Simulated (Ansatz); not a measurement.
# I: relaxation of cell and atoms

The calculation used Ansatz 0.2.0, DFT, PBE, PAW with Ansatz's default frozen-core files, scalar-relativistic.

Command: `ansatz run input.yaml --threads 1 --pin off --max-ram 2048MiB --backend cpu --events-out ev --progress --plain --runs-dir out` The run took about 20 s on 1 thread of a shared machine.

```yaml
crystal:
  lattice:
    - [0.0, 1.9469082034, 1.9469082034]
    - [1.9469082034, 0.0, 1.9469082034]
    - [1.9469082034, 1.9469082034, 0.0]
  atoms:
    - { symbol: I, position: [0.0, 0.0, 0.0] }
kpoints:
  mp_grid: { grid: [14, 14, 14] }
scf:
  occupations: { method: fermi_dirac, width: 0.08 }
hamiltonian:
  xc: pbe
  pseudopotentials: { kind: paw }
output:
  forces: true
  stress: true
relax:
  f_tol: 0.005
  max_steps: 80
  cell: {}
```

No spin–orbit coupling, which matters for the heavy atoms here.

The cell is built from the fcc type as a first guess.

The cutoff is 420 eV; energies and pressures of the walk include the program's estimate of the Pulay term.

Each frame lists the cell vectors (Å), then Cartesian positions (Å); symmetry keeps all forces zero. Free energies count from the first step, -7507.4376 eV.

The walk took 14 evaluations in all; steps that aren't listed are left out.

Step 1: E = 0.0 meV, P = 181.95 GPa

```
cell 0.0000 1.9469 1.9469 1.9469 0.0000 1.9469 1.9469 1.9469 0.0000
I     0.0000    0.0000    0.0000
```

Step 2: E = -2000.0 meV, P = 108.17 GPa

```
cell 0.0000 2.0418 2.0418 2.0418 0.0000 2.0418 2.0418 2.0418 0.0000
I     0.0000    0.0000    0.0000
```

Step 3: E = -3291.5 meV, P = 62.63 GPa

```
cell 0.0000 2.1367 2.1367 2.1367 0.0000 2.1367 2.1367 2.1367 0.0000
I     0.0000    0.0000    0.0000
```

Step 4: E = -4084.1 meV, P = 33.26 GPa

```
cell 0.0000 2.2316 2.2316 2.2316 0.0000 2.2316 2.2316 2.2316 0.0000
I     0.0000    0.0000    0.0000
```

Step 5:

```
cell 0.0000 2.3290 2.3290 2.3290 0.0000 2.3290 2.3290 2.3290 0.0000
I     0.0000    0.0000    0.0000
```

Step 6: E = -4554.4 meV, P = -0.61 GPa

```
cell 0.0000 2.3848 2.3848 2.3848 0.0000 2.3848 2.3848 2.3848 0.0000
I     0.0000    0.0000    0.0000
```

Step 7: E = -4554.7 meV, P = 0.04 GPa

```
cell 0.0000 2.3817 2.3817 2.3817 0.0000 2.3817 2.3817 2.3817 0.0000
I     0.0000    0.0000    0.0000
```

Step 8: E = -4767.8 meV, P = 12.36 GPa (the cell of the step before, solved again on a basis chosen afresh, hence the jump)

Step 9: E = -4890.2 meV, P = 7.47 GPa

```
cell 0.0000 2.4395 2.4395 2.4395 0.0000 2.4395 2.4395 2.4395 0.0000
I     0.0000    0.0000    0.0000
```

Step 10: E = -4989.9 meV, P = 2.22 GPa

```
cell 0.0000 2.5344 2.5344 2.5344 0.0000 2.5344 2.5344 2.5344 0.0000
I     0.0000    0.0000    0.0000
```

Step 11: E = -5005.3 meV, P = 0.02 GPa

```
cell 0.0000 2.5960 2.5960 2.5960 0.0000 2.5960 2.5960 2.5960 0.0000
I     0.0000    0.0000    0.0000
```

Step 12: E = -5007.4 meV, P = 0.14 GPa (the cell of the step before, solved again on a basis chosen afresh, hence the jump)

Give the energy, pressure of step 5.

E = -4494.2 meV, P = 11.13 GPa
```
I     0.0000    0.0000    0.0000
```

How does the relaxation end?

It converges, with a = 5.201 Å, b = 5.201 Å, c = 5.201 Å, α = 90.00°, β = 90.00°, γ = 90.00° (conventional cell, space group Fm-3m). The last solve (on a basis chosen afresh for the final cell, so its energy is not quite comparable) gives E = -5007.5 meV, P = 0.02 GPa:
```
cell 0.0000 2.6006 2.6006 2.6006 0.0000 2.6006 2.6006 2.6006 0.0000
I     0.0000    0.0000    0.0000
```
